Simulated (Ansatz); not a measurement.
**Yttrium, omega (AlB2-type) under RPBE: structure, energy and stiffness**

Aim: take yttrium in the omega (AlB2-type) structure, relax it, solve it on a dense k-mesh, then scale the cell to 7 volumes from 88 to 112 % of the relaxed one and try a fit of the equation of state. Spin polarisation is left out. The k-meshes are 7×7×9 for the relaxation; 9×9×12 for the dense run; 7×7×10 for the volumes.

Program: Ansatz 0.2.0. Level of theory: DFT RPBE, plane waves (420 eV) with PAW, scalar-relativistic; the PAW data stem from PBE, with regenerated cores. These are calculated values, not measurements.

## Step 1: Starting point

Symmetry: P6/mmm, No. 191, hexagonal system. The conventional cell has a = 5.714 Å, b = 5.714 Å, c = 3.503 Å, α = 90.00°, β = 90.00°, γ = 120.00°. Y (site symmetry 6/mmm) has 14 Y at 3.50 to 3.73 Å as nearest neighbours. Y (site symmetry -6m2) has 11 Y at 3.30 to 3.73 Å as nearest neighbours.

Structure file:

```
CELL_PARAMETERS angstrom
5.71390 0.00000 0.00000
-2.85695 4.94838 0.00000
0.00000 0.00000 3.50262
ATOMIC_POSITIONS crystal
Y 0.00000 0.00000 0.00000
Y 0.33333 0.66667 0.50000
Y 0.66667 0.33333 0.50000
```

## Step 2: Relaxing cell and atoms

input.yaml

```yaml
crystal:
  lattice:
    - [5.7138984743, 0.0, 0.0]
    - [-2.8569492371, 4.9483812334, 0.0]
    - [0.0, 0.0, 3.5026197647]
  atoms:
    - { symbol: "Y", position: [0.0, 0.0, 0.0] }
    - { symbol: "Y", position: [0.3333333333, 0.6666666667, 0.5] }
    - { symbol: "Y", position: [0.6666666667, 0.3333333333, 0.5] }
hamiltonian:
  xc: rpbe
  pseudopotentials:
    kind: paw
    azcp:
      "Y": "pseudopotentials/Y.paw.azcp"
basis:
  ecutwfc: 420
  fft_grid_basis: typed
kpoints:
  mp_grid: { grid: [7, 7, 9], shift: [0, 0, 0] }
magnetization:
  spin_polarized: false
scf:
  occupations: { method: fermi_dirac, width: 0.1 }
relax:
  max_steps: 60
  f_tol: 0.01
  cell: {}
```

The runs that follow: Dense single point; The cell scaled to 88 % of its volume; The cell scaled to 92 % of its volume; The cell scaled to 96 % of its volume; The cell scaled to 100 % of its volume; The cell scaled to 104 % of its volume; The cell scaled to 108 % of its volume; The cell scaled to 112 % of its volume.

What does the calculation give? Wanted: space group; conventional cell; volume; shortest distance; gap on the mesh; relative to hcp; V₀, B₀, B₀′.

The runs gave:

| quantity | value |
| --- | --- |
| space group (spins left aside) | P6/mmm (No. 191) |
| conventional cell | a = 5.729 Å, c = 3.575 Å (c/a = 0.624) |
| volume | 33.873 Å³/atom |
| shortest distance | 3.307 Å |
| gap on the mesh | none (levels filled in part) |
| relative to hcp | +66 meV/atom |
| V₀, B₀, B₀′ | 33.740 Å³/atom, 37 GPa, 3.1 |

What this shows: From the guessed start the volume grew by 2.6 % in 4 steps. Against the reference form of yttrium (hcp, computed apart with the same settings) it stands 66 meV/atom higher. Levels at the Fermi energy are filled in part, as in a metal. The fitted modulus is 37 GPa; letting shape and positions relax at each volume could only lower it. Relaxation kept the symmetry; phonons were not checked.
